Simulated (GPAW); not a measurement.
# W (Im-3m) in GPAW: convergence with smearing function

Aim: find how far smearing function must go before the results for W settle, at LDA. This setting moves, with any that are tied to it; all else stays.

Everything below comes from runs of GPAW 26.7.0. Logs are shortened: lines on timing, memory, paths and dates and some standing lists are left out, and cuts for length are marked. The log counts tension as positive stress, the text compression.

**1. Starting point**

Symmetry: Im-3m, No. 229, cubic system. Conventional cell: a = 3.165 Å, b = 3.165 Å, c = 3.165 Å, α = 90.00°, β = 90.00°, γ = 90.00°. Around W (site symmetry m-3m) lie 8 W at 2.74 Å.

**2. With smearing function fermi-dirac**

run.py

```python
from ase import Atoms
from ase.dft.bandgap import bandgap
from ase.io import write
from ase.units import GPa
from gpaw import GPAW, PW

atoms = Atoms(['W'],
              cell=[[-1.582345, 1.582345, 1.582345],
                    [1.582345, -1.582345, 1.582345],
                    [1.582345, 1.582345, -1.582345]],
              scaled_positions=[[0.0, 0.0, 0.0]],
              pbc=True)

calc = GPAW(mode=PW(600),
            xc='LDA',
            kpts={'size': (12, 12, 12), 'gamma': True},
            occupations={'name': 'fermi-dirac', 'width': 0.1},
            nbands=16,
            convergence={'density': 1e-05, 'energy': 1e-05},
            maxiter=100,
            txt='gpaw.txt')
atoms.calc = calc
energy = atoms.get_potential_energy()
forces = atoms.get_forces()
stress = atoms.get_stress()
calc.write('gs.gpw')
write('result.traj', atoms)
print(f'Energy: {energy:.6f} eV')
print('Forces (eV/A):')
print(forces.round(4))
print('Stress (GPa):', (stress / GPa).round(3))
print('Fermi level:', round(calc.get_fermi_level(), 4), 'eV')
print(f'Gap: {bandgap(calc)[0]:.4f} eV, direct: {bandgap(calc, direct=True)[0]:.4f} eV')
```

Potentials or basis: the program's PAW data sets (release 1.2.1) made for this functional, pw.

Launch:

```
$ OMP_NUM_THREADS=1 python run.py
```

Run time: 11 s. Hardware: 1 thread of Arm Neoverse V1, shared host; peak memory 0.14 GiB.

The run converged. Its results:

```yaml
Free_energy: -12.8065 eV
Pressure: -9.9 GPa
Band_gap_on_the_k_mesh: none (metal or under the smearing width)
```

**3. With smearing function gaussian**

run.py: that of step 2 with these lines changed.

```diff
@@ -16,3 +16,3 @@
             kpts={'size': (12, 12, 12), 'gamma': True},
-            occupations={'name': 'fermi-dirac', 'width': 0.1},
+            occupations={'name': 'methfessel-paxton', 'order': 0, 'width': 0.1},
             nbands=16,
```

Potentials or basis: the program's PAW data sets (release 1.2.1) made for this functional, pw.

Launch:

```
$ OMP_NUM_THREADS=1 python run.py
```

Run time: 11 s. Hardware: 1 thread of Arm Neoverse V1, shared host; peak memory 0.14 GiB.

The run converged. Its results:

| Item | Value |
| --- | --- |
| Free energy | -12.7985 eV |
| Pressure | -9.8 GPa |
| Band gap on the k mesh | none (metal or under the smearing width) |

**4. With smearing function marzari-vanderbilt**

run.py: that of step 3 with these lines changed.

```diff
@@ -16,3 +16,3 @@
             kpts={'size': (12, 12, 12), 'gamma': True},
-            occupations={'name': 'methfessel-paxton', 'order': 0, 'width': 0.1},
+            occupations={'name': 'marzari-vanderbilt', 'width': 0.1},
             nbands=16,
```

Launch:

```
$ OMP_NUM_THREADS=1 python run.py
```

It took 10 s on 1 thread of Arm Neoverse V1, shared host; peak memory 0.14 GiB.

It converged, with:

* Free energy: -12.7967 eV
* Pressure: -9.9 GPa
* Band gap on the k mesh: none (metal or under the smearing width)

**5. With smearing function methfessel-paxton**

run.py: that of step 4 with these lines changed.

```diff
@@ -16,3 +16,3 @@
             kpts={'size': (12, 12, 12), 'gamma': True},
-            occupations={'name': 'marzari-vanderbilt', 'width': 0.1},
+            occupations={'name': 'methfessel-paxton', 'width': 0.1, 'order': 1},
             nbands=16,
```

Launch:

```
$ OMP_NUM_THREADS=1 python run.py
```

Run time: 11 s. Hardware: 1 thread of Arm Neoverse V1, shared host; peak memory 0.14 GiB.

It converged, with:

```
Free energy            : -12.7967 eV
Pressure               : -9.9 GPa
Band gap on the k mesh : none (metal or under the smearing width)
```

**6. With smearing function tetrahedron-method**

run.py: that of step 5 with these lines changed.

```diff
@@ -16,3 +16,3 @@
             kpts={'size': (12, 12, 12), 'gamma': True},
-            occupations={'name': 'methfessel-paxton', 'width': 0.1, 'order': 1},
+            occupations={'name': 'tetrahedron-method'},
             nbands=16,
```

Potentials or basis: the program's PAW data sets (release 1.2.1) made for this functional, pw.

Launch:

```
$ OMP_NUM_THREADS=1 python run.py
```

Wall time 12 s (1 thread of Arm Neoverse V1, shared host); peak memory 0.14 GiB.

Results (log left out):

* Free energy: -12.7581 eV
* Pressure: -8.9 GPa
* Band gap on the k mesh: none (metal or under the smearing width)

**7. With smearing function improved-tetrahedron-method**

run.py: that of step 6 with these lines changed.

```diff
@@ -16,3 +16,3 @@
             kpts={'size': (12, 12, 12), 'gamma': True},
-            occupations={'name': 'tetrahedron-method'},
+            occupations={'name': 'improved-tetrahedron-method'},
             nbands=16,
```

Potentials or basis: the program's PAW data sets (release 1.2.1) made for this functional, pw.

Launch:

```
$ OMP_NUM_THREADS=1 python run.py
```

gpaw.txt:

```text
__  _  _
 | _ |_)|_||  |
 |__||  | ||/\| - 26.7.0

Input parameters:
  mode=PW(ecut=600.0),
  convergence={'density': 1e-05, 'energy': 1e-05},
  kpts=MonkhorstPack(size=(12, 12, 12), gamma=True),
  maxiter=100,
  nbands=16,
  occupations=Occupations(name='improved-tetrahedron-method'),
  xc=XC(name='LDA')

Diagonalizing LCAO Hamiltonian
Converting LCAO to pw mode

       W

Atoms  # Å, Bohr magnetons
|   | symbol |        x |        y |        z |    initial magnetic moments |
|---|--------|----------|----------|----------|-----------------------------|
| 0 |      W | 0.000000 | 0.000000 | 0.000000 | ( 0.0000,  0.0000,  0.0000) |

Unit cell  # Å
| periodic |         x |         y |         z |  lengths |     angles |
|----------|-----------|-----------|-----------|----------|------------|
|      yes | -1.582345 |  1.582345 |  1.582345 | 2.740702 | 109.471221 |
|      yes |  1.582345 | -1.582345 |  1.582345 | 2.740702 | 109.471221 |
|      yes |  1.582345 |  1.582345 | -1.582345 | 2.740702 | 109.471221 |

Number of symmetries: 48
Symmetry operations  # r_c * U_cc + t_c -> r_c
|    | kind |            matrix            |
|----|------|------------------------------|
|  0 |  σ   |  1, 1, 1,  0, 0,-1,  0,-1, 0 |
|  1 |  C4  |  1, 1, 1,  0, 0,-1, -1, 0, 0 |
|  2 |  C2  |  1, 1, 1,  0,-1, 0,  0, 0,-1 |
|  3 |  S6  |  1, 1, 1,  0,-1, 0, -1, 0, 0 |
|  4 |  S6  |  1, 1, 1, -1, 0, 0,  0, 0,-1 |
|  5 |  C4  |  1, 1, 1, -1, 0, 0,  0,-1, 0 |
|  6 |  E   |  1, 0, 0,  0, 1, 0,  0, 0, 1 |
|  7 |  σ   |  1, 0, 0,  0, 1, 0, -1,-1,-1 |
|  8 |  σ   |  1, 0, 0,  0, 0, 1,  0, 1, 0 |
|  9 |  C3  |  1, 0, 0,  0, 0, 1, -1,-1,-1 |
| 10 |  C3  |  1, 0, 0, -1,-1,-1,  0, 1, 0 |
| 11 |  σ   |  1, 0, 0, -1,-1,-1,  0, 0, 1 |
| 12 |  σ   |  0, 1, 0,  1, 0, 0,  0, 0, 1 |
| 13 |  C2  |  0, 1, 0,  1, 0, 0, -1,-1,-1 |
| 14 |  C3  |  0, 1, 0,  0, 0, 1,  1, 0, 0 |
| 15 |  S4  |  0, 1, 0,  0, 0, 1, -1,-1,-1 |
[... 126 lines left out ...]

poisson solver:
  ecut: 4800.0  # eV

xc functional:
  name: None

convergence criteria:
- Maximum integral of absolute [dens]ity change: 1e-05 electrons / valence electron
- Maximum [total energy] change in last 3 cyles: 1e-05 eV / valence electron
- Maximum integral of absolute [eigenst]ate change: 4e-08 eV^2 / valence electron
maximum number of iterations: 100

SCF iterations
|iter     | |      energy | eigst |  dens |
|---------|-|-------------|-------|-------|
|iter:   1| |  -13.063169 | -0.13 |       |
|iter:   2| |  -13.019715 | -3.28 | -1.23 |
|iter:   3| |  -12.797810 | -2.19 | -1.26 |
|iter:   4| |  -12.798172 | -3.96 | -1.97 |
|iter:   5| |  -12.798724 | -5.02 | -2.35 |
|iter:   6| |  -12.798731 | -7.21 | -3.84 |
|iter:   7| |  -12.798730c| -8.61c| -4.19 |
|iter:   8| |  -12.798730c| -9.63c| -5.59c|

Converged in 8 steps
Energy contributions relative to reference atoms: (reference = -438516.106214)

Energy contributions:
  Kinetic:           4.714324
  Coulomb:          -6.508154
  Zero:             -0.057898
  External:          0.000000
  Xc:              -10.947002
  Entropy:           0.000000
  Spinorbit:         0.000000
  ----------------------------
  Free energy:     -12.798730
  Extrapolated:    -12.798730

dipole moment: (-5.918557, -5.918557, -5.918557)  # |e|*Ang

Fermi level: 14.289
Eigenvalues  # (at kpt = [-0.000, -0.000, -0.000])
| band index |      eig [eV] | occ [0-2] |
|------------|---------------|-----------|
|          0 |       -59.692 |     2.000 |
|          1 |       -23.502 |     2.000 |
|          2 |       -23.502 |     2.000 |
|          3 |       -23.502 |     2.000 |
|          4 |         4.726 |     2.000 |
|          5 |        13.013 |     2.000 |
[... 8 lines left out ...]
|         14 |        41.247 |     0.000 |
|         15 |        44.119 |     0.000 |

No gap
No difference between direct/indirect transitions

Forces  # eV/Ang
|       x |       y |       z |
|---------|---------|---------|
| 0.00000 | 0.00000 | 0.00000 |  # W    0

Stress tensor  # eV/Ang^3
|         x |         y |         z |
|-----------|-----------|-----------|
|  0.058815 | -0.000000 |  0.000000 |
| -0.000000 |  0.058815 | -0.000000 |
|  0.000000 | -0.000000 |  0.058815 |

# Writing to gs.gpw (mode='')
```

Run time: 11 s. Hardware: 1 thread of Arm Neoverse V1, shared host; peak memory 0.14 GiB.

Results:

| Quantity | Value |
| --- | --- |
| Free energy | -12.7987 eV |
| Pressure | -9.4 GPa |
| Band gap on the k mesh | none (metal or under the smearing width) |

**8. Summary**

```
          smearing function  energy less the tightest run, at zero smearing (meV/atom)  pressure (GPa)  SCF cycles  CPU time (s)  peak memory (GiB)
                fermi-dirac                                                       0.87           -9.89           8            11               0.14
                   gaussian                                                       2.02           -9.85           8            11               0.14
         marzari-vanderbilt                                                       2.02           -9.89           8            10               0.14
          methfessel-paxton                                                       2.28           -9.87           8            11               0.14
         tetrahedron-method                                                      40.66           -8.87           8            12               0.14
improved-tetrahedron-method                                                       0.00           -9.42           8            11               0.14
```

Not settled before the last step: the energy (to 1 meV/atom), the pressure (to 0.1 GPa). Narrower smearing needs a denser k mesh, so at a fixed mesh the narrowest width isn't the most accurate. The tightest run that finished is the yardstick and may itself not be fully converged.
